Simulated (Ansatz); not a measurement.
A run of Ansatz 0.2.0:

File input.yaml:

```yaml
crystal:
  lattice:
    - [0.0, 2.5575, 2.5575]
    - [2.5575, 0.0, 2.5575]
    - [2.5575, 2.5575, 0.0]
  atoms:
    - { symbol: Hf, position: [0.0, 0.0, 0.0] }
    - { symbol: O, position: [0.75, 0.75, 0.75] }
    - { symbol: O, position: [0.25, 0.25, 0.25] }
hamiltonian:
  xc: pbe
  pseudopotentials: { kind: paw }
kpoints:
  mp_grid: { grid: [9, 9, 9] }
scf:
  occupations: { method: fixed }
output:
  eigenvalues: true
dielectric:
  method: response
```

Potentials or basis: Ansatz PAW.

Launch:

```sh
$ ansatz run input.yaml --threads 2 --pin off --max-ram 5632MiB --backend cpu --events-out ev --progress --plain --runs-dir out
```

Hardware: 2 threads of AMD EPYC 7R43 64-Core Processor (Zen 3), with other jobs on the host.

Problem. Estimate the wall time of this run.

Solution. Run time: 12 s on 2 threads of AMD EPYC 7R43 64-Core Processor (Zen 3), with other jobs on the host, peak memory 0.52 GiB. Counts: scf iterations 9, plane waves 645, k points 75, bands 23.
